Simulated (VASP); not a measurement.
# Hf (P6_3/mmc) in VASP: further runs

Runs on Hf. Level: r2SCAN. Tasks: relaxation of shape and atoms at fixed volume.

Program: VASP 6.6.1. These are calculated values, not measurements. Logs are shortened: lines on timing, memory, paths and dates and some standing lists are left out, and cuts for length are marked.

## Step 1: Starting point

Symmetry: P6_3/mmc, No. 194, hexagonal system. Conventional cell: a = 3.194 Å, b = 3.194 Å, c = 5.034 Å, α = 90.00°, β = 90.00°, γ = 120.00°. Hf (site symmetry -6m2) is surrounded by 12 Hf at 3.12 to 3.19 Å.

## Step 2: Relaxation of shape and atoms at fixed volume, r2SCAN (a relaxed cell with its volume scaled by 0.98)

Input file INCAR:

```
ALGO = Normal
EDIFF = 1E-7
EDIFFG = -0.01
ENCUT = 600
IBRION = 2
ISIF = 4
ISMEAR = 1
LASPH = T
LCHARG = F
LMIXTAU = T
LREAL = F
LWAVE = F
METAGGA = R2SCAN
NELM = 80
NSW = 40
PREC = Accurate
SIGMA = 0.1
```

Input file KPOINTS:

```
k-points
0
Gamma
  15 15 7
```

Input file POSCAR:

```
Hf                                      
1.0
    3.1725316602      0.0000000000      0.0000000000
   -1.5862658301      2.7474930121      0.0000000000
    0.0000000000      0.0000000000      5.0006073924
  Hf            
     2
Direct
     0.3333333332999970    0.6666666667000030    0.2500000000000000
     0.6666666667000030    0.3333333332999970    0.7500000000000000
```

Potentials or basis: VASP PAW PBE potentials, release 64 (Hf_pv).

On the command line:

```console
> cat potpaw_PBE.64/Hf_pv/POTCAR > POTCAR
> mpirun -np 1 vasp_std > vasp.out
```

OUTCAR:

```text
EDIFF = 1E-7
   EDIFFG = -0.01
   ENCUT = 600
   IBRION = 2
   ISIF = 4
   ISMEAR = 1
   LASPH = T
   LREAL = F
   METAGGA = R2SCAN
   NELM = 80
   NSW = 40
   PREC = Accurate

 ion  position               nearest neighbor table
   1  0.333  0.667  0.250-   2 3.10   2 3.10   2 3.10   2 3.10   2 3.10   2 3.10
   2  0.667  0.333  0.750-   1 3.10   1 3.10   1 3.10   1 3.10   1 3.10   1 3.10

  LATTYP: Found a hexagonal cell.
 ALAT       =     3.1725316602
 C/A-ratio  =     1.5762198547

  Lattice vectors:

 A1 = (   3.1725316602,   0.0000000000,   0.0000000000)
 A2 = (  -1.5862658301,   2.7474930121,   0.0000000000)
 A3 = (   0.0000000000,   0.0000000000,   5.0006073924)

Analysis of symmetry for initial positions (statically):
=====================================================================
 Subroutine PRICEL returns:
 Original cell was already a primitive cell.

 Routine SETGRP: Setting up the symmetry group for a
 hexagonal supercell.

 Subroutine GETGRP returns: Found 24 space group operations
 (whereof 12 operations were pure point group operations)
 out of a pool of 24 trial point group operations.

The static configuration has the point symmetry D_3d.
 The point group associated with its full space group is D_6h.

Analysis of symmetry for dynamics (positions and initial velocities):
=====================================================================
 Subroutine PRICEL returns:
 Original cell was already a primitive cell.

 Routine SETGRP: Setting up the symmetry group for a
 hexagonal supercell.

 Subroutine GETGRP returns: Found 24 space group operations
 (whereof 12 operations were pure point group operations)
 out of a pool of 24 trial point group operations.

The dynamic configuration has the point symmetry D_3d.
 The point group associated with its full space group is D_6h.

 Subroutine INISYM returns: Found 24 space group operations
 (whereof 12 operations are pure point group operations),
 and found     1 'primitive' translations

----------------------------------------------------------------------------------------

                                     Primitive cell

  volume of cell :      43.5878

  direct lattice vectors                    reciprocal lattice vectors
     3.172531660  0.000000000  0.000000000     0.315205680  0.181984084  0.000000000
    -1.586265830  2.747493012  0.000000000     0.000000000  0.363968169  0.000000000
     0.000000000  0.000000000  5.000607392     0.000000000  0.000000000  0.199975707

  length of vectors
     3.172531660  3.172531660  5.000607392     0.363968169  0.363968169  0.199975707

  position of ions in fractional coordinates (direct lattice)
     0.333333333  0.666666667  0.250000000
     0.666666667  0.333333333  0.750000000

  ion indices of the primitive-cell ions
   primitive index   ion index
                 1           1
                 2           2

----------------------------------------------------------------------------------------

 KPOINTS: k-points

Automatic generation of k-mesh.
 Grid dimensions read from file:
 generate k-points for:   15   15    7

 Generating k-lattice:

  Cartesian coordinates                     Fractional coordinates (reciprocal lattice)
     0.021013712  0.012132272  0.000000000     0.066666667  0.000000000  0.000000000
     0.000000000  0.024264545  0.000000000     0.000000000  0.066666667  0.000000000
     0.000000000  0.000000000  0.028567958     0.000000000  0.000000000  0.142857143

  Length of vectors
     0.024264545  0.024264545  0.028567958

  Shift w.r.t. Gamma in fractional coordinates (k-lattice)
     0.000000000  0.000000000  0.000000000

[... 65 lines left out ...]
   ISMEAR =     1;   SIGMA  =   0.10  broadening in eV -4-tet -1-fermi 0-gaus
   EFERMI_NEDOS =   21; number of points for ismear=-14 and -15
   IALGO  =     38    algorithm
   IMIX   =      4    mixing-type and parameters
     AMIX     =   0.40;   BMIX     =  1.00
     AMIX_MAG =   1.60;   BMIX_MAG =  1.00
  volume/ion in A,a.u.               =      21.79       147.07
  Fermi-wavevector in a.u.,A,eV,Ry     =   1.262689  2.386136 21.692904  1.594383
  Thomas-Fermi vector in A             =   2.396084
   LORBIT       =      0    0 simple, 1 ext, 2 COOP (PROOUT), +10 PAW based schemes
   METAGGA = R2SCAN    functional components
   LHFCALC =     F    Hartree Fock is set to
   AEXX    =    0.0000 exact exchange contribution
   IVDW    =     0    specifies the selected vdW correction
   LEPSILON=     F    determine dielectric tensor
   LRPA    =     F    only Hartree local field effects (RPA)
 conjugate gradient relaxation of ions
 non-spin polarized calculation
 Methfessel and Paxton  Order N= 1 SIGMA  =   0.10
  energy-cutoff  :      600.00
  volume of cell :       43.59
 maximum number of plane-waves:      1471
 NGX is ok and might be reduce to    28
   NGX = 13   NGY = 13   NGZ = 19

--------------------------------------- Ionic step        1  -------------------------------------------

 number of electron      19.9999999 magnetization

 Free energy of the ion-electron system (eV)
  ---------------------------------------------------
  ext. energy  EPLUGINS =         0.00000000
  ---------------------------------------------------
  free energy    TOTEN  =       -90.29478012 eV

  energy without entropy =      -90.29478017  energy(sigma->0) =      -90.29478013

------------------------ aborting loop because EDIFF is reached ----------------------------------------

  FORCE on cell =-STRESS in cart. coord.  units (eV):
  Direction    XX          YY          ZZ          XY          YZ          ZX
  --------------------------------------------------------------------------------------
  -------------------------------------------------------------------------------------
  Total        0.6347814      0.6347814      0.6000798     -0.0000000      0.0000000     -0.0000000
  in kB       23.3329413     23.3329413     22.0573982     -0.0000000      0.0000000     -0.0000000
  external PRESSURE =      22.9077603 kB  Pullay stress =       0.0000000 kB

 VOLUME and BASIS-vectors are now :
 -----------------------------------------------------------------------------
  energy-cutoff  :      600.00
  volume of cell :       43.59
      direct lattice vectors                 reciprocal lattice vectors
     3.172531660  0.000000000  0.000000000     0.315205680  0.181984084  0.000000000
    -1.586265830  2.747493012  0.000000000     0.000000000  0.363968169  0.000000000
     0.000000000  0.000000000  5.000607392     0.000000000  0.000000000  0.199975707

 POSITION                                       TOTAL-FORCE (eV/Angst)
 -----------------------------------------------------------------------------------
     -0.00000      1.83166      1.25015        -0.000000     -0.000000      0.000000
      1.58627      0.91583      3.75046         0.000000      0.000000      0.000000
 -----------------------------------------------------------------------------------
    total drift:                               -0.000000      0.000000     -0.000000

  FREE ENERGIE OF THE ION-ELECTRON SYSTEM (eV)
  ---------------------------------------------------
  free  energy   TOTEN  =       -90.2947801167 eV

  energy  without entropy=      -90.2947801691  energy(sigma->0) =      -90.29478013

--------------------------------------- Ionic step        2  -------------------------------------------

 number of electron      19.9999999 magnetization

 Free energy of the ion-electron system (eV)
  ---------------------------------------------------
  ext. energy  EPLUGINS =         0.00000000
  ---------------------------------------------------
  free energy    TOTEN  =       -90.29479113 eV

  energy without entropy =      -90.29482532  energy(sigma->0) =      -90.29480252

 E-fermi :   5.0215     XC(G=0): -12.2855

 val. band max:        5.0055743680   @ k =   0.4000   0.2000   0.4286
 cond. band min:       5.0353899750   @ k =   0.3333   0.2000   0.4286
 fundamental gap:      0.0298156070
 Fermi energy:         5.0215051376

 k-point     1 :       0.0000    0.0000    0.0000
  band No.  band energies     occupation
      1     -27.2218      2.00000
      2     -26.3803      2.00000
      3     -26.3803      2.00000
      4     -26.2383      2.00000
      5     -26.2373      2.00000
      6     -26.2373      2.00000
      7      -2.8272      2.00000
      8       1.0945      2.00000
      9       5.5552     -0.00000
     10       6.3427     -0.00000
     11       6.3427     -0.00000
     12       6.7131     -0.00000
     13       7.2602      0.00000
     14       7.2602      0.00000
[... 377 lines left out ...]
      1     -26.9528      2.00000
      2     -26.7892      2.00000
      3     -26.7390      2.00000
      4     -26.6891      2.00000
      5     -26.5418      2.00000
      6     -26.4756      2.00000
      7       2.2553      2.00000
      8       2.6951      2.00000
      9       2.8679      2.00000
     10       3.5995      2.00000
     11       5.5142     -0.00000
     12       5.7590     -0.00000
     13       7.1124      0.00000
     14      10.5190      0.00000

 [... further k-points ...]

------------------------ aborting loop because EDIFF is reached ----------------------------------------

  FORCE on cell =-STRESS in cart. coord.  units (eV):
  Direction    XX          YY          ZZ          XY          YZ          ZX
  --------------------------------------------------------------------------------------
  -------------------------------------------------------------------------------------
  Total        0.6240022      0.6240022      0.6213718     -0.0000000      0.0000000      0.0000000
  in kB       22.9367233     22.9367233     22.8400380     -0.0000000      0.0000000      0.0000000
  external PRESSURE =      22.9044949 kB  Pullay stress =       0.0000000 kB

 VOLUME and BASIS-vectors are now :
 -----------------------------------------------------------------------------
  energy-cutoff  :      600.00
  volume of cell :       43.59
      direct lattice vectors                 reciprocal lattice vectors
     3.173417096  0.000000000 -0.000000000     0.315117733  0.181933308  0.000000000
    -1.586708548  2.748259822  0.000000000     0.000000000  0.363866616  0.000000000
    -0.000000000  0.000000000  4.997817278     0.000000000 -0.000000000  0.200087347

 POSITION                                       TOTAL-FORCE (eV/Angst)
 -----------------------------------------------------------------------------------
     -0.00000      1.83217      1.24945        -0.000000      0.000000      0.000000
      1.58671      0.91609      3.74836         0.000000     -0.000000      0.000000
 -----------------------------------------------------------------------------------
    total drift:                               -0.000000      0.000000     -0.000000

  FREE ENERGIE OF THE ION-ELECTRON SYSTEM (eV)
  ---------------------------------------------------
  free  energy   TOTEN  =       -90.2947911253 eV

  energy  without entropy=      -90.2948253236  energy(sigma->0) =      -90.29480252

 reached required accuracy - stopping structural energy minimisation
```

Run time: 5 min. Hardware: 1 thread of Intel Xeon 6975P-C (Granite Rapids), shared host; peak memory 0.24 GiB.

Results:

```yaml
Free_energy: -90.2948 eV
Energy_gained_by_relaxing: 0.0 meV/atom
Ionic_steps: 2
Pressure_after_relaxing: 2.3 GPa
Band_gap_on_the_k_mesh: none (metal or under the smearing width)
```

Final structure:
```xyz
2
Lattice="3.1734 0.0000 0.0000 -1.5867 2.7483 0.0000 0.0000 0.0000 4.9978" Properties=species:S:1:pos:R:3 pbc="T T T"
Hf    0.0000    1.8322    1.2495
Hf    1.5867    0.9161    3.7484
```

Caveat: the PAW data sets were made with another functional, which shifts forces and pressure a little.

[end of part 1 of 2]
